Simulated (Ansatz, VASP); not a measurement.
Two plane-wave programs on SiGe

Contents of INCAR:

```
PREC = Accurate
ENCUT = 520
EDIFF = 1E-6
ISMEAR = 0
SIGMA = 0.03
LREAL = F
LASPH = T
NELM = 80
ALGO = Normal
ISIF = 2
LWAVE = F
LCHARG = T
GGA = CA
LELF = T
LVHAR = T
NBANDS = 26
```

KPOINTS

```
regular mesh
0
Gamma
  12 12 6
```

File POSCAR:

```
SiGe
1.0
    4.2183923813      0.0000000000      0.0000000000
   -2.1091961906      3.6532349653      0.0000000000
    0.0000000000      0.0000000000      5.8112573444
Si Ge
2 2
Direct
    0.6666666667      0.3333333333      0.8745031008
    0.3333333333      0.6666666667      0.3745031008
    0.6666666667      0.3333333333      0.5004958992
    0.3333333333      0.6666666667      0.0004958992
```

Input for Ansatz:

```yaml
crystal:
  lattice:
    - [4.2183923813, 0.0, 0.0]
    - [-2.1091961906, 3.6532349653, 0.0]
    - [0.0, 0.0, 5.8112573444]
  atoms:
    - { symbol: Si, position: [0.6666666667, 0.3333333333, 0.8745031008] }
    - { symbol: Si, position: [0.3333333333, 0.6666666667, 0.3745031008] }
    - { symbol: Ge, position: [0.6666666667, 0.3333333333, 0.5004958992] }
    - { symbol: Ge, position: [0.3333333333, 0.6666666667, 0.0004958992] }
basis:
  ecutwfc: 420
kpoints:
  mp_grid: { grid: [12, 12, 6] }
hamiltonian:
  xc: lda
  pseudopotentials: { kind: paw, azcp: { folder: soft_1 } }
scf:
  occupations: { method: gaussian, width: 0.03 }
output:
  forces: true
  stress: true
  eigenvalues: true
```

Alike in both runs: task single point; functional LDA; k mesh 12 × 12 × 6; occupations gaussian, width 0.03 eV; no spin polarisation.

```csv
,VASP,Ansatz
version,VASP 6.6.1,Ansatz 0.2.0
potentials or method,"VASP PAW LDA potentials, release 64 (Si, Ge_d)","scalar-relativistic, plane waves, PAW"
plane-wave cutoff (eV),520,420
valence electrons in the cell,36,36
```

```csv
,VASP,Ansatz,Ansatz less VASP
gap on the k mesh at the Fermi level (eV),none,none,-
pressure (GPa),-0.7,-0.8,-0.06
largest component of the traceless stress (GPa),25.59,25.52,-0.070
rms of the force components (eV/Å),1.498,1.494,-0.0033
```

Atom by atom the forces differ by 0.003 eV/Å (rms over components). A gap of «none» marks a metal or a gap that the smearing closes. Ansatz warned: «pseudo_functional_mismatch».

Caveats: forces of over 1 eV/Å show positions far from the minimum, so gaps and moduli don't describe the material at rest.
